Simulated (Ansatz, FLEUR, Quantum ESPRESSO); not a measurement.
**Fitting the LDA energy curve of TiPt3**

Symmetry: Pm-3m, No. 221, cubic system. Conventional cell: a = 3.897 Å, b = 3.897 Å, c = 3.897 Å, α = 90.00°, β = 90.00°, γ = 90.00°. Pt (site symmetry 4/mmm) is surrounded by 8 Pt at 2.76 Å and 4 Ti at 2.76 Å. Around Ti (site symmetry m-3m) lie 12 Pt at 2.76 Å.

The cell was scaled at fixed shape and fractions and run with Quantum ESPRESSO, GBRV 1.5 LDA, cutoff 612 eV; LDA, k mesh 7 × 7 × 7 on the cell of 4 atoms, fermi-dirac occupations of 0.05 eV, no spin polarisation, no spin-orbit coupling. Energies are those that the program minimises, any entropy of the smearing included. For a metal such a mesh isn't converged to the digits shown.

```csv
V (Å³/atom),energy over the lowest row (meV/atom)
13.9078,24.43
14.2037,6.13
14.4996,0.00
14.7956,?
15.0915,18.86
15.3874,41.56
15.6833,71.64
```

Task: Fit the third-order Birch-Murnaghan form, give V0, B0 and B′, and predict the energy left open.

Result: With y = (V0/V)^(2/3), E = E0 + (9 V0 B0/16) [(y - 1)³ B′ + (y - 1)² (6 - 4y)]. Least squares through the rows shown give V0 = 14.5136 Å³/atom, E0 = -0.01 meV, B0 = 284.4 GPa (1 eV/Å³ = 160.218 GPa) and B′ = 5.01, with a largest miss of 0.04 meV. At V = 14.7956 the form with these constants gives 4.67 meV; the run gave 4.65 meV an atom. Other set-ups at this level, from all their volumes (Å³/atom, GPa): FLEUR, all-electron, FLAPW: V0 14.522, B0 283; Ansatz, all-electron LAPW, scalar-relativistic: V0 14.524, B0 283.
